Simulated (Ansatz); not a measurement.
System: GaN (honeycomb bilayer).

The cell holds 4 atoms: 2 Ga and 2 N. Cell: a = 3.267 Å, b = 3.267 Å, c = 28.100 Å, α = 90.0°, β = 90.0°, γ = 120.0°. Regions: layer 1 (GaN-hc), 2 atoms (1 Ga and 1 N); layer 2 (GaN-hc), 2 atoms (1 Ga and 1 N). Vacuum lies along c.

```xyz
4
Lattice="3.2667 0.0000 0.0000 -1.6333 2.8290 0.0000 0.0000 0.0000 28.1000" Properties=species:S:1:pos:R:3
Ga    0.0000    1.8860   12.8967
N     1.6333    0.9430   12.8255
Ga    1.6333    0.9430   15.2033
N     0.0000    1.8860   15.2745
```

The structure was relaxed with PBE-D3(BJ). The runs that relaxed it are not among those shown.

Gaps computed with Ansatz 0.2.0 without a self-energy: PBE 2.04 eV and PBE+SOC 2.04 eV.

What gap should G0W0 on PBE give (6×6×1 mesh, 383 empty bands, screening to 75 eV, PAW set soft_1 files)?

About 3.69 eV: on its mesh the run moves the gap from 2.10 eV by +1.65 eV, and the mesh misses the edges by 0.06 eV. Bands and cutoff are finite, so the gap is not at the basis limit. The miss can reach some tenths of an eV and take either sign; the mesh is an error of its own. The mesh in the plane is coarse for a sheet; gap and any exciton binding can still move on denser ones. The many-body steps are scalar-relativistic: spin-orbit coupling is not in them.

[Paths, hosts, dates, memory and timing lines, banners, echoed tables and standing remarks are left out of the program output.]

[Logs are printed without paths, hosts, clocks, repeated set-up lines and the standing remarks that a program may print on its own settings, such as how far it seeks lower states.]

[Runs of the session that timed out or met a known fault of the program may be left out.]

[Cells called generated may have been cut or substituted from an entry of the Crystallography Open Database or the Materials Project.]

[Hosts, paths, dates, database ids (printed as entryN), source tags and the programs' standing remarks are cut or masked in the printed files.]
